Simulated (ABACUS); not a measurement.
Runs of ABACUS 3.10.1 on Sc. It takes space group P6_3/mmc (No. 194, hexagonal). Conventional cell: a = 3.309 Å, b = 3.309 Å, c = 5.273 Å, α = 90.00°, β = 90.00°, γ = 120.00°. Around Sc (site symmetry -6m2) lie 12 Sc at 3.26 to 3.31 Å. 

```tsv
task	potentials or basis	cell	orbital files	gap on the mesh (eV)	pressure (GPa)	V0 of scaled cells (Å³/atom)	B0 (GPa)
single point	PseudoDojo NC SR 0.4.1 PBE standard, DZP LCAO (the cutoffs set its grid)	as given	Sc Sc_confined-atom_8au_3s2p2d1f.orb	none	-0.4	-	-
single point	PseudoDojo NC SR 0.4.1 PBE standard, DZP LCAO (the cutoffs set its grid)	atoms moved at random, drawn with an rms of 0.05 Å	Sc Sc_confined-atom_8au_3s2p2d1f.orb	none	-0.4	-	-
equation of state	PseudoDojo NC SR 0.4.1 PBE standard, TZDP LCAO (the cutoffs set its grid)	as given	Sc Sc_confined-atom_8au_4s3p3d1f.orb	-	-	24.72	55
equation of state	PseudoDojo NC SR 0.4.1 PBE standard, DZP LCAO (the cutoffs set its grid)	as given	Sc Sc_confined-atom_8au_3s2p2d1f.orb	-	-	(a)	55
single point	PseudoDojo NC SR 0.4.1 PBE standard, TZDP LCAO (the cutoffs set its grid)	as given	Sc Sc_confined-atom_8au_4s3p3d1f.orb	none	-0.6	-	-
```

Alike in all rows: level PBE; no spin polarisation; k mesh 9 × 9 × 5; cutoff (eV) 1361; smearing fermi-dirac 0.05 eV.

Question: Fill in the values left out.

Answer: (a) 24.80.

Caveats: the atomic orbitals were generated for these runs and aren't a published set; the basis of atomic orbitals isn't converged, which shifts pressures, moduli and gaps; the cell was scaled at fixed shape and fractional positions, which overstates the stiffness of a crystal with free parameters, most of all of layers and chains (some runs).

A gap of «none» marks a metal or a gap under the smearing width.
